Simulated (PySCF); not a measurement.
# CHF3 (trifluoromethane) at 6 levels

We compute a comparison of 6 runs (B2PLYP/STO-3G, r2SCAN/STO-3G, wB97X-V/STO-3G, CCSDT/STO-3G, CCSD(T)/STO-3G, UCCSD(T)/STO-3G) of CHF3 (trifluoromethane). The job is set up through a Python script.

The results are computed with PySCF 2.14.0.

4 further runs of the same task are left out: 1 that didn't finish, 3 set aside as unsound or not needed.

## Step 1: The molecule

CHF3: 5 atoms, total charge 0, spin state singlet. SMILES: `FC(F)F`. The F1–C2 distance was set to 1.991 Å, away from the relaxed value. At this shape a bond of the SMILES string is far longer than usual.

Bond lengths: C2–F3 1.328 Å, C2–F4 1.328 Å, C2–H5 1.104 Å. Angles: F3–C2–F4 108.4°, F3–C2–H5 110.5°, F4–C2–H5 110.5°. A long bond or contact: F1–C2 1.991 Å.

## Step 2: The energy at B2PLYP/STO-3G (run 1)

Contents of run.py:

```python
from pyscf import gto, dft, mp

mol = gto.M(
    atom=[
    ('F', (-1.010965, -0.525882, 1.609167)),
    ('C', (0.018950, 0.054610, 0.006800)),
    ('F', (1.042420, -0.774930, -0.157420)),
    ('F', (-0.771270, -0.038770, -1.056390)),
    ('H', (0.377570, 1.091490, 0.131950)),
],
    max_memory=1860,
    verbose=3,
    basis='sto-3g',
)

mf = dft.RKS(mol)
mf.xc = '0.53*HF + 0.47*B88, 0.73*LYP'
mf.grids.level = 5
mf.conv_tol = 1e-10
mf.kernel()
if not mf.converged:
    mf = mf.newton().run(mf.mo_coeff, mf.mo_occ)

pt = mp.MP2(mf, frozen=4).run()
e_tot = mf.e_tot + 0.27 * pt.e_corr
print('PT2 part  %.8f' % (0.27 * pt.e_corr))
print(f'total energy: {e_tot:.8f} hartree')
```

Run with:

```console
$ OMP_NUM_THREADS=1 python run.py
```

Log:

```text
converged SCF energy = -332.838323449012
E(RMP2) = -333.044507477871  E_corr = -0.206184028859073
E(SCS-RMP2) = -333.063136916194  E_corr = -0.224813467181546
PT2 part  -0.05566969
total energy: -332.89399314 hartree
```

Run time: 3.6 s. Hardware: 1 thread of Arm Neoverse V2, shared host; peak memory 0.21 GiB.

## Step 3: The energy at r2SCAN/STO-3G (run 2)

Contents of mol.xyz:

```xyz
5
CHF3
F     -1.010965    -0.525882     1.609167
C      0.018950     0.054610     0.006800
F      1.042420    -0.774930    -0.157420
F     -0.771270    -0.038770    -1.056390
H      0.377570     1.091490     0.131950
```

Contents of input.py:

```python
from pyscf import gto, dft

system = gto.Mole()
system.atom = 'mol.xyz'
system.spin = 0
system.basis = 'sto-3g'
system.verbose = 3
system.max_memory = 1860
system.build()

mf = dft.RKS(system, xc='r2scan')
mf.grids.level = 5
mf.conv_tol = 1e-10
mf.kernel()
if not mf.converged:
    mf = mf.newton().run(mf.mo_coeff, mf.mo_occ)

etot = mf.e_tot
print(f'total energy: {etot:.8f} hartree')
```

Run with:

```console
$ OMP_NUM_THREADS=1 python input.py
```

Log:

```text
converged SCF energy = -333.206720664759
total energy: -333.20672066 hartree
```

Wall time 6.3 s (1 thread of Arm Neoverse V2, shared host); peak memory 0.21 GiB.

Runs 3 to 4 aren't shown in full; the table further down has their settings and results.

## Step 4: A single-point energy at CCSD(T)/STO-3G (run 5)

Contents of calc.py:

```python
from pyscf import gto, cc

mol = gto.M(
    atom='''
F   -1.010965  -0.525882   1.609167
C    0.018950   0.054610   0.006800
F    1.042420  -0.774930  -0.157420
F   -0.771270  -0.038770  -1.056390
H    0.377570   1.091490   0.131950
''',
    max_memory=1860,
    basis='sto-3g',
    spin=0,
    verbose=4,
)

myscf = mol.RHF()
myscf.conv_tol = 1e-10
myscf.kernel()
if not myscf.converged:
    myscf = myscf.newton().run(myscf.mo_coeff, myscf.mo_occ)

mycc = cc.CCSD(myscf, frozen=4)
mycc.kernel()
e_t = mycc.ccsd_t()
energy = mycc.e_tot + e_t
print('E = %.10f Eh' % energy)
```

Run with:

```console
$ OMP_NUM_THREADS=1 python calc.py
```

Log:

```text
PySCF version 2.14.0

[INPUT] num. atoms = 5
[INPUT] num. electrons = 34
[INPUT] charge = 0
[INPUT] spin (= nelec alpha-beta = 2S) = 0
[INPUT] symmetry False subgroup None
[INPUT] Mole.unit = angstrom
[INPUT] Symbol           X                Y                Z      unit          X                Y                Z       unit  Magmom
[INPUT]  1 F     -1.010965000000  -0.525882000000   1.609167000000 AA   -1.910446971521  -0.993772953839   3.040884918688 Bohr   0.0
[INPUT]  2 C      0.018950000000   0.054610000000   0.006800000000 AA    0.035810310061   0.103197943662   0.012850137647 Bohr   0.0
[INPUT]  3 F      1.042420000000  -0.774930000000  -0.157420000000 AA    1.969888306769  -1.464405465709  -0.297480686529 Bohr   0.0
[INPUT]  4 F     -0.771270000000  -0.038770000000  -1.056390000000 AA   -1.457489068093  -0.073264681849  -1.996287780729 Bohr   0.0
[INPUT]  5 H      0.377570000000   1.091490000000   0.131950000000 AA    0.713503892852   2.062617167702   0.249349362136 Bohr   0.0

[... 48 lines left out ...]
converged SCF energy = -331.9298888668
[... 12 lines left out ...]
Init t2, MP2 energy = -332.073211468864  E_corr(MP2) -0.143322602064294
[... 14 lines left out ...]
CCSD converged
[... 2 lines left out ...]
E = -332.1348299500 Eh
```

It took 0.76 s on 1 thread of Arm Neoverse V2, shared host; peak memory 0.12 GiB.

## Step 5: A single-point energy at UCCSD(T)/STO-3G (run 6)

Contents of calc.py:

```python
from pyscf import gto, cc

system = gto.M(
    atom='''
F       -1.010965      -0.525882       1.609167
C        0.018950       0.054610       0.006800
F        1.042420      -0.774930      -0.157420
F       -0.771270      -0.038770      -1.056390
H        0.377570       1.091490       0.131950
''',
    basis='sto-3g',
    verbose=3,
    charge=0,
    max_memory=1860,
)

hf = system.UHF()
hf.conv_tol = 1e-10
hf.kernel()
if not hf.converged:
    hf = hf.newton().run(hf.mo_coeff, hf.mo_occ)
for _ in range(3):
    mo, _, stable, _ = hf.stability(return_status=True)
    if stable:
        break
    hf.kernel(hf.make_rdm1(mo, hf.mo_occ))

mycc = cc.CCSD(hf, frozen=4)
mycc.kernel()
e_t = mycc.ccsd_t()
e_tot = mycc.e_tot + e_t
print('E = %.10f Eh' % e_tot)
```

Run with:

```console
$ OMP_NUM_THREADS=1 python calc.py
```

Log:

```text
converged SCF energy = -331.929888866802  <S^2> = 1.035545e-10  2S+1 = 1
<class 'pyscf.scf.uhf.UHF'> wavefunction has an internal instability
converged SCF energy = -331.997604142084  <S^2> = 0.77719042  2S+1 = 2.0270081
<class 'pyscf.scf.uhf.UHF'> wavefunction is stable in the internal stability analysis
E(UCCSD) = -332.1256903518749  E_corr = -0.1280862097911544
UCCSD(T) correction = -0.00706029099123815
E = -332.1327506429 Eh
```

Run time: 1.1 s. Hardware: 1 thread of Arm Neoverse V2, shared host; peak memory 0.12 GiB.

## Step 6: Overview of the runs

| run | level | frozen core orbitals | nlc grid | energy (Eh) | dipole moment (D) of the reference | HOMO energy (eV) | LUMO energy (eV) | wall time |
| --- | --- | --- | --- | --- | --- | --- | --- | --- |
| 1 | B2PLYP/STO-3G | 4 | – | -332.893993 | 1.52 | -6.54 | 3.01 | 3.6 s |
| 2 | r2SCAN/STO-3G | – | – | -333.206721 | 1.76 | -1.85 | 0.82 | 6.3 s |
| 3 | wB97X-V/STO-3G | – | 1 | -333.210189 | 1.58 | -6.60 | 4.17 | 21 s |
| 4 | CCSDT/STO-3G | 4 | – | -332.135942 | 1.48 | -8.79 | 5.50 | 2.6 s |
| 5 | CCSD(T)/STO-3G | 4 | – | -332.134830 | 1.48 | -8.79 | 5.50 | 0.76 s |
| 6 | UCCSD(T)/STO-3G | 4 | – | -332.132751 | 0.91 | -9.03 | 7.58 | 1.1 s |

## Step 7: What came out

| quantity | value |
| --- | --- |
| run 6: total energy | -332.13275 Eh |
| run 6: dipole moment (Hartree–Fock density) | 0.91 D |
| run 6: HOMO energy (Hartree–Fock orbitals) | -9.03 eV |
| run 6: LUMO energy (Hartree–Fock orbitals) | 7.58 eV |
| run 6: HOMO–LUMO gap (Hartree–Fock orbitals) | 16.62 eV |
| run 6: correlation energy (4 core orbitals frozen) | -135.1 mEh |
| run 6: (T) correction | -7.06 mEh |
| run 6: ⟨S²⟩ of the reference determinant | 0.777 |
| run 6: T1 diagnostic | 0.052 |

What this shows: Over runs 1, 2, 3 the dipole moment (its size) runs from 1.52 D (B2PLYP/STO-3G) to 1.76 D (r2SCAN/STO-3G). A double hybrid's value is that of its SCF part. Over runs 1, 2, 3 the HOMO–LUMO gap runs from 2.67 eV (r2SCAN/STO-3G) to 10.77 eV (wB97X-V/STO-3G). Totals of different functionals can't be ranked against each other. In runs 1, 2, 3, 4, 5, 6 the basis is minimal, so the values are rough. Spin contamination of the reference: run 6 ⟨S²⟩ = 0.78. Where it is this large, the reference is a mixture of spin states, and values that rest on it are in doubt. All runs together took 35 s, the longest 21 s.
